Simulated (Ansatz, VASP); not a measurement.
## One calculation of Sb, two programs

```
Sb
1.0
     3.16000    0.00000    0.00000
     0.00000    3.16000    0.00000
     0.00000    0.00000    3.16000
Sb
1
Direct
  0.00000 0.00000 0.00000
```

This isn't the form of Sb at room conditions, which is rhombohedral.

Alike in both runs: task single point; functional PBE; k mesh 6 × 6 × 6; occupations fermi-dirac, width 0.02 eV; no spin polarisation.

|  | VASP | Ansatz |
| --- | --- | --- |
| version | VASP 6.6.1 | Ansatz 0.2.0 |
| potentials or method | VASP PAW PBE potentials, release 64 (Sb), cutoff 520 eV | all-electron LAPW, scalar-relativistic |

|  | VASP | Ansatz | Ansatz less VASP |
| --- | --- | --- | --- |
| gap on the k mesh at the Fermi level (eV) | none | none | - |
| pressure (GPa) | -1.3 | -1.2 | +0.05 |

A gap of «none» marks a metal or a gap that the smearing closes. Ansatz ran all-electron here, so the differences hold the error of VASP's frozen core and of both bases.

Caveats: the k mesh is thin for a metal, which can move the energy by tens of meV per atom (Ansatz). Spin-orbit coupling is left out, which matters for the levels of Sb.
